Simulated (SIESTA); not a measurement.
**Ge under changes of volume**

One of the cells (18.524 Å³/atom); the others are scaled copies at fixed shape and fractional positions:

```xyz
2
Lattice="-2.5745 2.5745 1.3974 2.5745 -2.5745 1.3974 2.5745 2.5745 -1.3974" Properties=species:S:1:pos:R:3 pbc="T T T"
Ge    0.0000    0.0000    1.3974
Ge    2.5745    0.0000    0.6987
```

This isn't the form of Ge at room conditions, which is diamond.

* Program: SIESTA 5.4.2
* Functional: PBEsol
* Potentials or basis: PseudoDojo 0.4 standard (PBEsol files)
* Basis: DZP (energy shift 0.003 Ry; two zetas on semicore shells)
* Grid cutoff: 800 Ry
* Energy shift: 0.003 Ry
* k mesh: 11 × 11 × 11
* Occupations: fermi-dirac, width 0.05 eV
* Spin: no spin polarisation

```csv
volume (Å³/atom),energy over the lowest point (meV/atom),pressure (GPa)
17.413,?,?
17.783,13.60,4.1
18.154,5.92,2.6
18.524,1.45,1.3
18.895,0.00,-0.1
19.265,2.05,-1.5
19.636,6.44,-2.3
```

Q: What does the run at 17.413 Å³/atom give?

A: Energy over the lowest point 25.00 meV/atom; pressure 5.9 GPa.

Worked out: A Birch-Murnaghan fit of order 3 (a polynomial in V^(-2/3)) to the other rows has its minimum at 18.86 Å³/atom with B0 = V·E''(V) = 67 GPa (rough, since the energies scatter) at fixed shape and positions, which overstates the stiffness. It gives 24.83 meV/atom at 17.413 Å³/atom, against the run's 25.00, and -dE/dV = 5.6 GPa, against 5.9.

Energies are extrapolated to zero smearing.

Caveats: the basis of atomic orbitals isn't converged, which shifts pressures, moduli and gaps.
